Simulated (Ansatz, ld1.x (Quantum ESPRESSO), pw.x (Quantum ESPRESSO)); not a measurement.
**pw.x on bcc B: one setting changed**

Potential: PAW, ld1.x (Quantum ESPRESSO) 7.5, PBE; core [He], reference 2s2 2p1; waves: 2s (bound): rcut 0.90, rcutus 1.20 bohr; 2s channel at -0.15 Ry: rcut 0.90, rcutus 1.20 bohr; 2p (bound): rcut 2.40, rcutus 2.60 bohr; 2p channel at 4.05 Ry: rcut 2.40, rcutus 2.60 bohr; 3d channel at 0.05 Ry: rcut 1.70, rcutus 1.95 bohr; local part: all-electron potential smoothed inside 1.25 bohr (lloc = -2); core correction: none; augmentation: PSQ, inside the norm-conserving radii.

The reference run (k-mesh 18³, cutoffs 40/460 Ry, Fermi–Dirac 0.01 Ry, mixing_beta 0.4, conv_thr 1e-9, no spin) gives -3.78 GPa at 6.178 Å³/atom, where all-electron LAPW gives -1.02 GPa. This run, with its own iteration cap, changes ecutrho/ecutwfc to 2.

```
&control
  calculation='scf', prefix='x', pseudo_dir='./', outdir='./tmp', tstress=.true., disk_io='none'
/
&system
  ibrav=0, nat=1, ntyp=1, ecutwfc=40, ecutrho=80, nbnd=8,
  occupations='smearing', smearing='fd', degauss=0.01
/
&electrons
  conv_thr=1e-09, mixing_beta=0.4, electron_maxstep=50
/
ATOMIC_SPECIES
B 1.0 B.UPF
CELL_PARAMETERS angstrom
  -1.15592406 1.15592406 1.15592406
  1.15592406 -1.15592406 1.15592406
  1.15592406 1.15592406 -1.15592406
ATOMIC_POSITIONS crystal
B 0.0000 0.0000 0.0000
K_POINTS automatic
18 18 18 0 0 0
```

```bash
pw.x < B.scf.in > B.scf.out
```

Question: How does the run end?

Answer: It converges in 6 iterations; the free energy moves by -11.8 meV/atom and the pressure by +1.03 GPa. Below 4 the density is truncated and F is no longer variational, so a small shift in one case is no licence.

```
Message from routine set_cutoff:
     ecutrho < 4*ecutwfc, are you sure?
     Message from routine setup:
     using ibrav=0 with symmetry is DISCOURAGED, use correct ibrav instead
     lattice parameter (alat)  =       3.7835  a.u.
     unit-cell volume          =      41.6912 (a.u.)^3
     number of electrons       =         3.00
     number of Kohn-Sham states=            8
     kinetic-energy cutoff     =      40.0000  Ry
     charge density cutoff     =      80.0000  Ry
     scf convergence threshold =      1.0E-09
     Exchange-correlation= SLA  PW   PBX  PBC
     number of k points=   195  Fermi-Dirac smearing, width (Ry)=  0.0100
     iteration #  1     ecut=    40.00 Ry     beta= 0.40
     c_bands:  1 eigenvalues not converged
     total energy              =     -11.33915542 Ry
     estimated scf accuracy    <       0.00029827 Ry
     iteration #  2     ecut=    40.00 Ry     beta= 0.40
     total energy              =     -11.34088739 Ry
     estimated scf accuracy    <       0.00009916 Ry
     iteration #  3     ecut=    40.00 Ry     beta= 0.40
     total energy              =     -11.34111075 Ry
     estimated scf accuracy    <       0.00000075 Ry
     iteration #  4     ecut=    40.00 Ry     beta= 0.40
     total energy              =     -11.34111747 Ry
     estimated scf accuracy    <       0.00000010 Ry
     iteration #  5     ecut=    40.00 Ry     beta= 0.40
     total energy              =     -11.34111796 Ry
     estimated scf accuracy    <       0.00000002 Ry
     iteration #  6     ecut=    40.00 Ry     beta= 0.40
     the Fermi energy is    13.4945 ev
!    total energy              =     -11.34111798 Ry
     estimated scf accuracy    <          2.0E-10 Ry
     smearing contrib. (-TS)   =      -0.00105874 Ry
     The total energy is F=E-TS. E is the sum of the following terms:
     one-electron contribution =       4.28017111 Ry
     hartree contribution      =       0.02115832 Ry
     xc contribution           =      -2.16466849 Ry
     ewald contribution        =      -7.49711663 Ry
     one-center paw contrib.   =      -5.97960355 Ry
     convergence has been achieved in   6 iterations
          total   stress  (Ry/bohr**3)                   (kbar)     P=      -27.49
     Message from routine punch:
     Nothing written, as per user request (disk_io='none')
```

The run took about 2.8 s on one core of a shared host (Neoverse-V2, 96 threads, 742 GiB, load 62).
